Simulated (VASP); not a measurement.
A run of VASP 6.6.1 is set up as follows.

Contents of POSCAR:

```
TaN
1.0
    2.9217699809      0.0000000000      0.0000000000
   -1.4608849905      2.5303270275      0.0000000000
    0.0000000000      0.0000000000      5.9165150000
Ta N
2 2
Direct
    0.0000000000      0.0000000000      0.5000000000
    0.0000000000      0.0000000000      0.0000000000
    0.3333333333      0.6666666667      0.2500000000
    0.6666666667      0.3333333333      0.7500000000
```

File INCAR.step1:

```
PREC     = Accurate       # precision mode
ENCUT    = 520            # plane-wave cutoff, eV
EDIFF    = 1E-5           # SCF threshold, eV
ISMEAR   = -1             # smearing method
SIGMA    = 0.05           # smearing width, eV
LREAL    = False          # projectors in reciprocal space
LASPH    = True           # aspherical terms in the spheres
NELM     = 80             # most SCF steps
ALGO     = Normal         # electronic algorithm
ISIF     = 2              # what is computed and relaxed
LWAVE    = True           # write WAVECAR
LCHARG   = False          # write CHGCAR
LMAXMIX  = 4              # l up to which the mixer works
GGA      = PE             # functional
```

Contents of INCAR.step2:

```
PREC     = Accurate       # precision mode
ENCUT    = 520            # plane-wave cutoff, eV
EDIFF    = 1E-7           # SCF threshold, eV
ISMEAR   = -1             # smearing method
SIGMA    = 0.05           # smearing width, eV
LREAL    = False          # projectors in reciprocal space
LASPH    = True           # aspherical terms in the spheres
NELM     = 80             # most SCF steps
ALGO     = Normal         # electronic algorithm
ISIF     = 2              # what is computed and relaxed
LWAVE    = False          # write WAVECAR
LCHARG   = False          # write CHGCAR
LMAXMIX  = 4              # l up to which the mixer works
METAGGA  = MBJ            # meta-GGA
ISTART   = 1
```

The input KPOINTS:

```
regular mesh
0
Gamma
  10 10 5
```

The input KPOINTS_OPT:

```
path GMKGALHA,LM,KH
15
line-mode
reciprocal
 0.0000000000  0.0000000000  0.0000000000  G
 0.5000000000  0.0000000000  0.0000000000  M

 0.5000000000  0.0000000000  0.0000000000  M
 0.3333333333  0.3333333333  0.0000000000  K

 0.3333333333  0.3333333333  0.0000000000  K
 0.0000000000  0.0000000000  0.0000000000  G

 0.0000000000  0.0000000000  0.0000000000  G
 0.0000000000  0.0000000000  0.5000000000  A

 0.0000000000  0.0000000000  0.5000000000  A
 0.5000000000  0.0000000000  0.5000000000  L

 0.5000000000  0.0000000000  0.5000000000  L
 0.3333333333  0.3333333333  0.5000000000  H

 0.3333333333  0.3333333333  0.5000000000  H
 0.0000000000  0.0000000000  0.5000000000  A

 0.5000000000  0.0000000000  0.5000000000  L
 0.5000000000  0.0000000000  0.0000000000  M

 0.3333333333  0.3333333333  0.0000000000  K
 0.3333333333  0.3333333333  0.5000000000  H
```

Potentials or basis: VASP PAW PBE potentials, release 64 (Ta_pv, N).

The run is started by

```sh
$ cat potpaw_PBE.64/Ta_pv/POTCAR potpaw_PBE.64/N/POTCAR > POTCAR
$ cp INCAR.step1 INCAR
$ mpirun -np 1 vasp_std > vasp.out
$ cp INCAR.step2 INCAR
$ mpirun -np 1 vasp_std > vasp.out
```

Question: Predict the band gap along the path.

Answer: None (metal or under the smearing width).

Levels at the corners of the path, in eV from the Fermi level:
```csv
point,band 12,band 13,band 14,band 15,band 16,band 17,band 18,band 19,band 20
Γ,-4.19,-4.00,-2.52,-2.52,-0.22,-0.22,0.58,0.58,2.31
M,-5.74,-4.58,-3.60,-3.30,-2.04,2.85,3.92,4.74,5.15
M,-5.74,-4.58,-3.60,-3.30,-2.04,2.85,3.92,4.74,5.15
K,-6.30,-6.30,-4.28,0.29,0.29,0.88,0.88,2.00,4.87
K,-6.30,-6.30,-4.28,0.29,0.29,0.88,0.88,2.00,4.87
Γ,-4.19,-4.00,-2.52,-2.52,-0.22,-0.22,0.58,0.58,2.31
Γ,-4.19,-4.00,-2.52,-2.52,-0.22,-0.22,0.58,0.58,2.31
A,-4.24,-4.24,-4.24,-0.73,-0.73,0.96,0.96,0.96,0.96
A,-4.24,-4.24,-4.24,-0.73,-0.73,0.96,0.96,0.96,0.96
L,-6.26,-4.75,-4.75,-2.18,-2.18,3.93,3.93,4.71,4.71
L,-6.26,-4.75,-4.75,-2.18,-2.18,3.93,3.93,4.71,4.71
H,-6.07,-6.00,-6.00,-0.35,-0.35,2.63,2.63,3.10,3.10
H,-6.07,-6.00,-6.00,-0.35,-0.35,2.63,2.63,3.10,3.10
A,-4.24,-4.24,-4.24,-0.73,-0.73,0.96,0.96,0.96,0.96
L,-6.26,-4.75,-4.75,-2.18,-2.18,3.93,3.93,4.71,4.71
M,-5.74,-4.58,-3.60,-3.30,-2.04,2.85,3.92,4.74,5.17
K,-6.30,-6.30,-4.28,0.29,0.29,0.88,0.88,2.00,4.87
H,-6.07,-6.00,-6.00,-0.35,-0.35,2.63,2.63,3.10,3.10
```

Caveat: spin-orbit coupling is left out, which moves the levels of the heavy elements.
